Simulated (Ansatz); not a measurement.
**Mg: single point with PBE**

Mg:

```
CELL_PARAMETERS angstrom
0.02074 2.21365 2.27413
2.26756 0.04128 2.25359
2.30140 2.22695 0.00745
ATOMIC_POSITIONS crystal
Mg 0.00172 0.00720 0.98951
```

The cell isn't the ideal one: cell strained at random at fixed volume.

```yaml
Program: Ansatz 0.2.0
Task: single point
Functional: PBE
Potentials_or_basis: all-electron LAPW, scalar-relativistic
Cutoff: 112 eV (chosen from the basis error)
Basis_error_allowed: 0.001 eV/atom
k_mesh: 10 × 10 × 10
Occupations: fermi-dirac, width 0.05 eV
Spin: no spin polarisation
```

The pressure is 0.8 GPa and the band gap on the k mesh is none (metal or under the smearing width).

Stress tensor (GPa, compression positive):
```
 0.68 -0.71  0.12
-0.71  1.00 -0.42
 0.12 -0.42  0.73
```

Levels at points of the mesh, in eV from the Fermi level:
| k point | band 2 | band 3 | band 4 | band 5 | band 6 | band 7 | band 8 | band 9 |
| --- | --- | --- | --- | --- | --- | --- | --- | --- |
| (0.00, 0.00, 0.00) | -42.76 | -42.75 | -42.75 | -7.04 | 12.08 | 12.29 | 12.85 | 14.00 |
| (0.00, 0.00, -0.50) | -42.79 | -42.76 | -42.76 | -1.82 | -1.42 | 11.05 | 11.70 | 11.97 |
| (0.00, -0.50, 0.00) | -42.79 | -42.76 | -42.76 | -1.66 | -1.13 | 10.86 | 11.31 | 11.60 |
| (0.00, -0.50, -0.50) | -42.79 | -42.77 | -42.77 | -0.44 | 0.56 | 6.21 | 6.98 | 7.38 |
| (-0.50, 0.00, 0.00) | -42.79 | -42.76 | -42.76 | -1.76 | -1.30 | 10.92 | 11.61 | 11.75 |
| (-0.50, 0.00, -0.50) | -42.79 | -42.77 | -42.77 | 0.00 | 1.06 | 5.86 | 6.58 | 6.76 |
| (-0.50, -0.50, 0.00) | -42.79 | -42.77 | -42.76 | -0.36 | 0.65 | 6.13 | 6.72 | 7.47 |
| (-0.50, -0.50, -0.50) | -42.79 | -42.76 | -42.76 | -1.85 | -1.48 | 11.01 | 11.86 | 12.01 |

Run time: 14 s on 1 thread of AMD EPYC 7R43 64-Core Processor (Zen 3), on a shared host, peak memory 0.39 GiB.
